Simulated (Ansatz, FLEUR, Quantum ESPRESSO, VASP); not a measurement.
# One calculation of Ni, 4 ways

```
CELL_PARAMETERS angstrom
0.00000 1.73757 1.73757
1.73757 0.00000 1.73757
1.73757 1.73757 0.00000
ATOMIC_POSITIONS crystal
Ni 0.00000 0.00000 0.00000
```

Alike in all runs: task band structure; functional PBEsol; k mesh 13 × 13 × 13; occupations fermi-dirac, width 0.05 eV; collinear spin, ferromagnetic start; no spin-orbit coupling. Pressure is positive in compression and, in plane waves, holds the error of the finite cutoff, which Ansatz's Pulay term estimates and takes out.

```
                               program and potentials  plane-wave cutoff (eV)                                                                                                                            notes  pressure (GPa)  net moment per atom (μB)
                                   Ansatz, Ansatz PAW                     420  potentials made for PBE, which Ansatz adapts in part; 18 valence electrons an atom on average; Pulay term of +0.05 GPa included           -2.39                      0.63
                           FLEUR, all-electron, FLAPW                       -                                                                                                                                -               -                      0.63
                       VASP, PBE PAW files Ni, 520 eV                     520                                                                 potentials made for PBE; 10 valence electrons an atom on average           -2.42                      0.62
Quantum ESPRESSO, PseudoDojo 0.4.1 SR PBEsol standard                    1333                                                                                          18 valence electrons an atom on average           -2.29                      0.63
```

The pressure spans -2.42 (VASP, PBE PAW files Ni, 520 eV) to -2.29 GPa (Quantum ESPRESSO, PseudoDojo 0.4.1 SR PBEsol standard). The net moment per atom spans 0.62 (VASP, PBE PAW files Ni, 520 eV) to 0.63 μB (Quantum ESPRESSO, PseudoDojo 0.4.1 SR PBEsol standard), with all-electron results at 0.63. The state is the one that the start led to, which needn't be the lowest.

Differences between rows come from potentials, basis sets and numerical settings, since the functional is the same but for its coding. Runs on potential files found faulty are left out.
